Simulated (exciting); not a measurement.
# SnTe (F-43m) in exciting: further runs

Aim: see how the results for SnTe move with the level of theory and the settings. Levels: PBE, RPBE. Tasks: single point.

All numbers are computed with exciting (release sodium); they aren't measurements. Logs are shortened: lines on timing, memory, paths and dates and some standing lists are left out, and cuts for length are marked.

## Step 1: The structure

Symmetry: F-43m, No. 216, cubic system. Conventional cell: a = 7.222 Å, b = 7.222 Å, c = 7.222 Å, α = 90.00°, β = 90.00°, γ = 90.00°. Te (site symmetry -43m) has 4 Sn at 3.13 Å as nearest neighbours. Around Sn (site symmetry -43m) lie 4 Te at 3.13 Å.

Measurements of this composition are mostly on another form, of space group No. 225.

## Step 2: Single point, PBE

Contents of input.xml:

```xml
<input>
  <title>SnTe</title>
  <structure speciespath="./" tshift="false">
    <crystal scale="1">
      <basevect>0.000000000000 6.824076936038 6.824076936038</basevect>
      <basevect>6.824076936038 0.000000000000 6.824076936038</basevect>
      <basevect>6.824076936038 6.824076936038 0.000000000000</basevect>
    </crystal>
    <species speciesfile="Te.xml" rmt="2.3">
      <atom coord="0.750000000000 0.750000000000 0.750000000000"/>
    </species>
    <species speciesfile="Sn.xml" rmt="2.3">
      <atom coord="0.000000000000 0.000000000000 0.000000000000"/>
    </species>
  </structure>
  <groundstate do="fromscratch" ngridk="7 7 7" rgkmax="9" gmaxvr="14" lmaxapw="10" lmaxmat="10" lmaxvr="8" xctype="GGA_PBE" stype="Gaussian" swidth="0.00073499" nempty="10" ValenceRelativity="iora*" epsengy="1e-05" epspot="1e-05" maxscl="60" tforce="true" outputlevel="high"/>
</input>
```

Potentials or basis: all-electron LAPW+lo, shipped species files, valence relativity iora*.

The run is started by

```console
$ OMP_NUM_THREADS=1 exciting_smp
```

INFO.OUT:

```text
================================================================================
EXCITING SODIUM started
All units are atomic (Hartree, Bohr, etc.)
================================================================================

********************************************************************************
* Ground-state run starting from atomic densities                              *
********************************************************************************

++++++++++++++++++++++++++++++++++++++++++++++++++++++++++++++++++++++++++++++++
+ Starting initialization                                                      +
++++++++++++++++++++++++++++++++++++++++++++++++++++++++++++++++++++++++++++++++

 Lattice vectors (cartesian) :
      0.0000000000      6.8240769360      6.8240769360
      6.8240769360      0.0000000000      6.8240769360
      6.8240769360      6.8240769360      0.0000000000

 Reciprocal lattice vectors (cartesian) :
     -0.4603688796      0.4603688796      0.4603688796
      0.4603688796     -0.4603688796      0.4603688796
      0.4603688796      0.4603688796     -0.4603688796

 Unit cell volume                           :     635.5675847622
 Brillouin zone volume                      :       0.3902814105

 Species :    1 (Te)
     parameters loaded from                 :    Te.xml
     name                                   :    tellurium
     nuclear charge                         :     -52.00000000
     electronic charge                      :      52.00000000
     atomic mass                            :  232600.57070000
     muffin-tin radius                      :       2.30000000
     # of radial points in muffin-tin       :     400

     atomic positions (lattice) :
       1 :   0.75000000  0.75000000  0.75000000

 Species :    2 (Sn)
     parameters loaded from                 :    Sn.xml
     name                                   :    tin
     nuclear charge                         :     -50.00000000
     electronic charge                      :      50.00000000
     atomic mass                            :  216395.09200000
     muffin-tin radius                      :       2.30000000
     # of radial points in muffin-tin       :     400

     atomic positions (lattice) :
       1 :   0.00000000  0.00000000  0.00000000

 Total number of atoms per unit cell        :       2

 Spin treatment                             :    spin-unpolarised

 Number of Bravais lattice symmetries       :      48
 Number of crystal symmetries               :      24

 k-point grid                               :       7    7    7
 Total number of k-points                   :      30
 k-point set is reduced with crystal symmetries

 R^MT_min * |G+k|_max (rgkmax)              :       9.00000000
 Species with R^MT_min                      :       1 (Te)
 Maximum |G+k| for APW functions            :       3.91304348
 Maximum |G| for potential and density      :      14.00000000
 Polynomial order for pseudochg. density    :       9

 G-vector grid sizes                        :      45    45    45
 Total number of G-vectors                  :   29603

 Maximum angular momentum used for
     APW functions                          :      10
     computing H and O matrix elements      :      10
     potential and density                  :       8
     inner part of muffin-tin               :       2

 Total nuclear charge                       :    -102.00000000
 Total electronic charge                    :     102.00000000
 Total core charge                          :      66.00000000
 Total valence charge                       :      36.00000000

 Effective Wigner radius, r_s               :       1.14153961

 Number of empty states                     :      10
 Total number of valence states             :      29

 Maximum Hamiltonian size                   :     687
 Maximum number of plane-waves              :     656
 Total number of local-orbitals             :      31

 Exchange-correlation type                  :      20
     Perdew-Burke-Ernzerhof, Phys. Rev. Lett. 77, 3865 (1996)
     Generalised gradient approximation (GGA)

 Smearing scheme                            :    Gaussian
 Smearing width                             :       0.00073499

 Using multisecant Broyden potential mixing

++++++++++++++++++++++++++++++++++++++++++++++++++++++++++++++++++++++++++++++++
+ Ending initialization                                                        +
++++++++++++++++++++++++++++++++++++++++++++++++++++++++++++++++++++++++++++++++

********************************************************************************
* Groundstate module started                                                   *
********************************************************************************
 Output level for this task is set to high

++++++++++++++++++++++++++++++++++++++++++++++++++++++++++++++++++++++++++++++++
+ Self-consistent loop started                                                 +
++++++++++++++++++++++++++++++++++++++++++++++++++++++++++++++++++++++++++++++++
 Density and potential initialised from atomic data

++++++++++++++++++++++++++++++++++++++++++++++++++++++++++++++++++++++++++++++++
+ SCF iteration number :    1                                                  +
++++++++++++++++++++++++++++++++++++++++++++++++++++++++++++++++++++++++++++++++
 Total energy                               :    -12977.69861097
 _______________________________________________________________
 Fermi energy                               :         0.09876418
 Kinetic energy                             :     13692.09239475
 Coulomb energy                             :    -26328.29167867
 Exchange energy                            :      -336.01783037
 Correlation energy                         :        -5.48149668
 Sum of eigenvalues                         :     -7872.56366462
 Effective potential energy                 :    -21564.65605937
 Coulomb potential energy                   :    -21118.94105921
 xc potential energy                        :      -445.71500016
 Hartree energy                             :      4284.99370600
 Electron-nuclear energy                    :    -29688.92847122
 Nuclear-nuclear energy                     :      -924.35691346
 Madelung energy                            :    -15768.82114907
 Core-electron kinetic energy               :         0.00000000

 DOS at Fermi energy (states/Ha/cell)       :         0.00000000

 Electron charges :
     core                                   :        66.00000000
     core leakage                           :         0.00251425
     valence                                :        36.00000000
     interstitial                           :         5.61953800
     charge in muffin-tin spheres :
                  atom     1    Te          :        49.15315321
                  atom     2    Sn          :        47.22730879
     total charge in muffin-tins            :        96.38046200
     total charge                           :       102.00000000
[... 531 lines left out ...]
 Electron charges :
     core                                   :        66.00000000
     core leakage                           :         0.00250919
     valence                                :        36.00000000
     interstitial                           :         5.68768850
     charge in muffin-tin spheres :
                  atom     1    Te          :        49.00557899
                  atom     2    Sn          :        47.30673251
     total charge in muffin-tins            :        96.31231150
     total charge                           :       102.00000000

 Estimated fundamental gap                  :         0.01247685
        valence-band maximum at   30      0.7143  0.4286  0.1429
     conduction-band minimum at   19      0.4286  0.4286  0.0000

 RMS change in effective potential (target) :  0.350205E-08  ( 0.100000E-04)
 Absolute change in total energy   (target) :  0.271471E-05  ( 0.100000E-04)
 Charge distance                   (target) :  0.981571E-09  ( 0.100000E-04)
 Abs. change in max-nonIBS-force   (target) :   0.00000      ( 0.500000E-04)

++++++++++++++++++++++++++++++++++++++++++++++++++++++++++++++++++++++++++++++++
| Convergency criteria checked for the last 2 iterations                       +
| Convergence targets achieved. Performing final SCF iteration                 +
++++++++++++++++++++++++++++++++++++++++++++++++++++++++++++++++++++++++++++++++
 Total energy                               :    -12975.99745085
 _______________________________________________________________
 Fermi energy                               :         0.10067322
 Kinetic energy                             :     13692.81554427
 Coulomb energy                             :    -26327.35574841
 Exchange energy                            :      -335.97590965
 Correlation energy                         :        -5.48133705
 Sum of eigenvalues                         :     -7872.06061850
 Effective potential energy                 :    -21564.87616277
 Coulomb potential energy                   :    -21119.21632861
 xc potential energy                        :      -445.65983416
 Hartree energy                             :      4283.78250634
 Electron-nuclear energy                    :    -29686.78134129
 Nuclear-nuclear energy                     :      -924.35691346
 Madelung energy                            :    -15767.74758411
 Core-electron kinetic energy               :         0.00000000

 DOS at Fermi energy (states/Ha/cell)       :         0.00000000

 Electron charges :
     core                                   :        66.00000000
     core leakage                           :         0.00250919
     valence                                :        36.00000000
     interstitial                           :         5.68768850
     charge in muffin-tin spheres :
                  atom     1    Te          :        49.00557899
                  atom     2    Sn          :        47.30673251
     total charge in muffin-tins            :        96.31231150
     total charge                           :       102.00000000

 Estimated fundamental gap                  :         0.01247685
        valence-band maximum at   30      0.7143  0.4286  0.1429
     conduction-band minimum at   19      0.4286  0.4286  0.0000

++++++++++++++++++++++++++++++++++++++++++++++++++++++++++++++++++++++++++++++++
+ Self-consistent loop stopped                                                 +
++++++++++++++++++++++++++++++++++++++++++++++++++++++++++++++++++++++++++++++++
 STATE.OUT is written

--------------------------------------------------------------------------------
- Writing atomic positions and forces                                          -
--------------------------------------------------------------------------------

 Atomic positions (lattice) :
 atom     1  Te  :     0.75000000    0.75000000    0.75000000
 atom     2  Sn  :     0.00000000    0.00000000    0.00000000

 Total atomic forces including IBS (cartesian) :
 atom     1  Te  :    -0.00000000   -0.00000000    0.00000000
 atom     2  Sn  :     0.00000000    0.00000000   -0.00000000

 Atomic force components including IBS (cartesian) :
 atom     1  Te  :     0.00000000    0.00000000    0.00000000   HF force
                 :    -0.00000000   -0.00000000    0.00000000   core correction
                 :     0.00000000    0.00000000    0.00000000   IBS correction
 atom     2  Sn  :    -0.00000000    0.00000000   -0.00000000   HF force
                 :     0.00000000    0.00000000   -0.00000000   core correction
                 :    -0.00000000   -0.00000000   -0.00000000   IBS correction

********************************************************************************
* Groundstate module stopped                                                   *
********************************************************************************

================================================================================
| EXCITING SODIUM stopped                                                      =
================================================================================
```

It took 5.2 min on 1 thread of Arm Neoverse V2, shared host; peak memory 0.18 GiB.

Results:

```
Free energy                                       : -353094.8786 eV
Band gap on the k mesh                            : 0.34 eV, indirect (least direct gap 0.83 eV)
All electrons inside the program's atomic spheres : Te 49.01; Sn 47.31 (radii Te 2.3, Sn 2.3 bohr)
```

Caveat: spin-orbit coupling is left out, which moves the levels of the heavy elements; an odd mesh through Γ misses points on the zone boundary, where band edges often lie.

## Step 3: Single point, RPBE

input.xml: that of step 2 with these lines changed.

```diff
@@ -15,3 +15,5 @@
   </structure>
-  <groundstate do="fromscratch" ngridk="7 7 7" rgkmax="9" gmaxvr="14" lmaxapw="10" lmaxmat="10" lmaxvr="8" xctype="GGA_PBE" stype="Gaussian" swidth="0.00073499" nempty="10" ValenceRelativity="iora*" epsengy="1e-05" epspot="1e-05" maxscl="60" tforce="true" outputlevel="high"/>
+  <groundstate do="fromscratch" ngridk="7 7 7" rgkmax="9" gmaxvr="14" lmaxapw="10" lmaxmat="10" lmaxvr="8" stype="Gaussian" swidth="0.00183747" nempty="10" ValenceRelativity="iora*" epsengy="1e-05" epspot="1e-05" maxscl="60" tforce="true" outputlevel="low">
+    <libxc exchange="XC_GGA_X_RPBE" correlation="XC_GGA_C_PBE"/>
+  </groundstate>
 </input>
```

Potentials or basis: all-electron LAPW+lo, shipped species files, valence relativity iora*.

The run is started by

```console
$ OMP_NUM_THREADS=1 exciting_smp
```

INFO.OUT:

```text
================================================================================
EXCITING SODIUM started
[... 10 lines left out ...]

 Lattice vectors (cartesian) :
      0.0000000000      6.8240769360      6.8240769360
      6.8240769360      0.0000000000      6.8240769360
      6.8240769360      6.8240769360      0.0000000000

 Reciprocal lattice vectors (cartesian) :
     -0.4603688796      0.4603688796      0.4603688796
      0.4603688796     -0.4603688796      0.4603688796
      0.4603688796      0.4603688796     -0.4603688796

 Unit cell volume                           :     635.5675847622
 Brillouin zone volume                      :       0.3902814105

 Species :    1 (Te)
     parameters loaded from                 :    Te.xml
[... 355 lines left out ...]

--------------------------------------------------------------------------------
- Writing atomic positions and forces                                          -
--------------------------------------------------------------------------------

 Atomic positions (lattice) :
 atom     1  Te  :     0.75000000    0.75000000    0.75000000
 atom     2  Sn  :     0.00000000    0.00000000    0.00000000

 Total atomic forces including IBS (cartesian) :
 atom     1  Te  :     0.00000000    0.00000000   -0.00000000
 atom     2  Sn  :     0.00000000   -0.00000000    0.00000000

 Atomic force components including IBS (cartesian) :
 atom     1  Te  :     0.00000000   -0.00000000   -0.00000000   HF force
                 :    -0.00000000    0.00000000    0.00000000   core correction
                 :     0.00000000    0.00000000   -0.00000000   IBS correction
 atom     2  Sn  :    -0.00000000    0.00000000    0.00000000   HF force
                 :     0.00000000   -0.00000000    0.00000000   core correction
                 :    -0.00000000   -0.00000000    0.00000000   IBS correction

********************************************************************************
* Groundstate module stopped                                                   *
********************************************************************************

================================================================================
| EXCITING SODIUM stopped                                                      =
================================================================================
```

Wall time 5.9 min (1 thread of Arm Neoverse V2, shared host); peak memory 0.18 GiB.

What came out:

```
Free energy            : -353112.4726 eV
Band gap on the k mesh : 0.42 eV, indirect (least direct gap 0.90 eV)
```

Caveat: spin-orbit coupling is left out, which moves the levels of the heavy elements; an odd mesh through Γ misses points on the zone boundary, where band edges often lie.
